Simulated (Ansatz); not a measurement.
A surface is cut from this relaxed crystal of Si2Mo:

```yaml
crystal:
  lattice:
    - [-1.59504, 1.59504, 3.91069]
    - [1.59504, -1.59504, 3.91069]
    - [1.59504, 1.59504, -3.91069]
  atoms:
    - { symbol: Si, position: [0.33506, 0.33506, 0.00000] }
    - { symbol: Si, position: [0.66494, 0.66494, 0.00000] }
    - { symbol: Mo, position: [0.00000, 0.00000, 0.00000] }
```

Miller indices refer to the conventional cell of I4/mmm (No. 139), a = 3.190 Å, b = 3.190 Å, c = 7.821 Å, α = 90.00°, β = 90.00°, γ = 90.00°.

The (112) slab of 17 planes, 10.4 Å thick with 15 Å of vacuum as cut; outer planes Si (top) and Si (bottom).

These are results of DFT PBEsol, scalar-relativistic, plane waves, PAW (Ansatz 0.2.0), not measurements. Plane waves to 420 eV, a k mesh through Γ of 8×8×1 on the computed 17-atom cell and Gaussian smearing (0.10 eV); no spin polarisation. The cell repeats along c with a dipole correction in the vacuum.

The slab isn't stoichiometric (Si12Mo5), so its surface energy depends on the chemical potentials; it is given with the excess atoms taken from the element's standard state, a limit at which the compound may itself be unstable, so the figure can be too low. The work function read from the bulk's Fermi level differs by 0.40 eV, so the slab's middle doesn't match the bulk reference (too thin, or relaxed to another structure or magnetic state). The slab's middle planes relax by over 3 % too, so it holds no bulk-like region.

With the atoms at the bulk's places:

| Property | Result |
| --- | --- |
| Surface energy with the excess atoms taken from the elements | 2.13 J/m² |
| Work function | 4.61 eV |

Q: What changes when all atoms relax within this surface cell and its symmetry?

A: The energy falls by 0.182 J/m² a face, and the largest move is 0.25 Å.

```
Surface energy with the excess atoms taken from the elements : 1.95 J/m²
Work function                                                : 4.40 eV
```

```csv
plane (bottom to top),atoms,"spacing to next, bulk (Å)",relaxed (Å),change (%)
1,Si,0.665,0.453,-31.9
2,Si,0.645,0.670,+4.0
3,Mo,0.645,0.424,-34.2
4,Si,0.665,0.902,+35.7
5,Si,0.645,0.583,-9.6
6,Mo,0.645,0.632,-1.9
7,Si,0.665,0.637,-4.1
8,Si,0.645,0.681,+5.6
9,Mo,0.645,0.681,+5.6
10,Si,0.665,0.637,-4.1
11,Si,0.645,0.632,-1.9
12,Mo,0.645,0.583,-9.6
13,Si,0.665,0.902,+35.7
14,Si,0.645,0.424,-34.2
15,Mo,0.645,0.670,+4.0
16,Si,0.665,0.453,-31.9
17,Si,,,
```